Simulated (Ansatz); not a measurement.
Crystal: InSe.

```
In Se
1.0
     2.00000    1.15470    8.44000
    -2.00000    1.15470    8.44000
     0.00000   -2.30940    8.44000
In Se
2 2
Direct
  0.88860 0.88860 0.88860
  0.00000 0.00000 0.00000
  0.17190 0.17190 0.17190
  0.38350 0.38350 0.38350
```

| Quantity | Value |
| --- | --- |
| Program | Ansatz 0.2.0 |
| Task | relaxation of cell and atoms |
| Functional | PBE |
| Dispersion | D4 |
| Potentials or basis | Ansatz PAW |
| Cutoff | 420 eV (not typed: the program's choice for these potentials) |
| k mesh | 8 × 8 × 8 |
| Occupations | fermi-dirac, width 0.05 eV |
| Spin | no spin polarisation |

At the start: volume 29.24 Å³/atom.

Where does the relaxation end?

It ends after 5 steps and the volume is 29.21 Å³/atom (-0.1 %); space group R3m (No. 160, to 0.05 Å).

The path:
```csv
step,energy change (eV),largest force (eV/Å),volume (Å³)
1,0.0000,0.3750,116.95
2,-0.0170,0.0059,117.28
3,-0.0181,0.0180,116.70
4,-0.0182,0.0057,116.84
5,-0.0182,0.0057,116.84
```

Final structure:
```xyz
4
Lattice="2.0184 1.1653 8.2792 -2.0184 1.1653 8.2792 0.0000 -2.3306 8.2792" Properties=species:S:1:pos:R:3 pbc="T T T"
In    0.0000    0.0000   22.0591
In    0.0000    0.0000    0.0120
Se    0.0000    0.0000    4.2198
Se    0.0000    0.0000    9.5745
```

Caveat: the plane-wave basis is chosen anew once the cell has moved, so the energies of steps on either side of that aren't comparable.
